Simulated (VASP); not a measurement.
Runs of VASP 6.6.1 on Mg. It takes space group P6_3/mmc (No. 194, hexagonal). The conventional cell has a = 3.209 Å, b = 3.209 Å, c = 5.210 Å, α = 90.00°, β = 90.00°, γ = 120.00°. Mg (site symmetry -6m2) has 12 Mg at 3.20 to 3.21 Å as nearest neighbours. 

| task | level | potentials or basis | cell | k mesh for the DOS | occupations for the DOS | gap on the mesh (eV) | pressure (GPa) | largest force (eV/Å) |
| --- | --- | --- | --- | --- | --- | --- | --- | --- |
| electric field gradients | PBE | VASP PAW PBE potentials, release 64 (Mg) | atom 2 (Mg) moved by [0.2, 0.0, 0.0] A, crystal datasets | - | - | none | -0.5 | (b) |
| electric field gradients | LDA | VASP PAW LDA potentials, release 64 (Mg) | functional lda, volume scaled by 1.04, PAW files | - | - | none | -3.9 | - |
| electric field gradients | PBEsol | VASP PAW PBE potentials, release 64 (Mg) | as given | - | - | none | (a) | - |
| electric field gradients | PBE | VASP PAW PBE potentials, release 64 (Mg) | equal xy, yz and zx shear strains of -4 %, PAW files | - | - | none | -0.4 | 0.05 |

Alike in all rows: no spin polarisation; k mesh 12 × 12 × 7; cutoff (eV) 520; smearing fermi-dirac 0.05 eV.

Task: Fill in the values left out.

Result: (a) -1.2; (b) 0.14.

Caveats: the PAW data sets were made with another functional, which shifts forces and pressure a little (some runs).

A gap of «none» marks a metal or a gap under the smearing width.
